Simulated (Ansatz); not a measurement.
## SrO in the WC-type structure

Level of theory: DFT, PBEsol, scalar-relativistic, no spin polarisation; plane waves to 420 eV with PAW datasets (Ansatz 0.2.0), Γ-centred 10×10×10 mesh, 0.05 eV Gaussian smearing. The datasets are Ansatz's generated set soft_2.

```cif
data_structure
_symmetry_space_group_name_H-M 'P-6m2'
_symmetry_Int_Tables_number 187
_cell_length_a 3.4780
_cell_length_b 3.4780
_cell_length_c 3.1580
_cell_angle_alpha 90.000
_cell_angle_beta 90.000
_cell_angle_gamma 120.000
_cell_volume 33.08
loop_
_atom_site_label
_atom_site_type_symbol
_atom_site_symmetry_multiplicity
_atom_site_Wyckoff_symbol
_atom_site_fract_x
_atom_site_fract_y
_atom_site_fract_z
_atom_site_occupancy
Sr1 Sr 1 a 0.00000 0.00000 0.00000 1
O1 O 1 f 0.66667 0.33333 0.50000 1
```

This is a trial structure; measured cells of the compound in the Crystallography Open Database are in space group Fm-3m (rock salt).

The cell above was scaled in volume, and shape and atoms were relaxed at each volume within its symmetry. Energies are counted from the cell above.

Cell and atoms are those of this level's equilibrium.

```tsv
V (Å³/atom)	ΔE (meV/atom)	P from the stress (GPa)
15.880	7.81	3.90
16.211	1.90	1.85
16.542	0.00	0.00
16.873	1.77	-1.66
17.203	6.75	-3.15
```

Problem. Do the energies and the pressures agree? Compare −ΔE/ΔV between neighbouring points (1 meV/Å³ = 0.1602 GPa) with the mean of their pressures.

Solution. 
```json
{"interval (Å³/atom)": "15.88 to 16.21", "−ΔE/ΔV (GPa)": "2.9", "mean P (GPa)": "2.9"}
{"interval (Å³/atom)": "16.21 to 16.54", "−ΔE/ΔV (GPa)": "0.9", "mean P (GPa)": "0.9"}
{"interval (Å³/atom)": "16.54 to 16.87", "−ΔE/ΔV (GPa)": "-0.9", "mean P (GPa)": "-0.8"}
{"interval (Å³/atom)": "16.87 to 17.20", "−ΔE/ΔV (GPa)": "-2.4", "mean P (GPa)": "-2.4"}
```
They differ by 0.03 GPa at most.

Problem. What do the two routes give for V0, B0 and B0′?

Solution. A third-order Birch–Murnaghan fit of the energies: V0 = 16.54 Å³/atom, B0 = 88 GPa, B0′ = 4.5. A polynomial of P in ln V, with B = −dP/d ln V at P = 0: V0 = 16.54 Å³/atom, B0 = 87 GPa, B0′ = 4.3.

B0·V0 = 87.6 GPa × 16.54 Å³ = 9.04 eV/atom sets the scale: near the minimum ΔE ≈ ½ B0 V0 x², with x = V/V0 − 1, and a pressure of 0.9 GPa squeezes the volume by about 1 %. At the ends of the curve: x = −4.0 % predicts 7.2 meV/atom and the run gives 7.8; x = +4.0 % predicts 7.2 meV/atom and the run gives 6.7. The curve is steeper than the parabola on the compressed side and flatter on the expanded side: the bulk modulus rises with pressure.

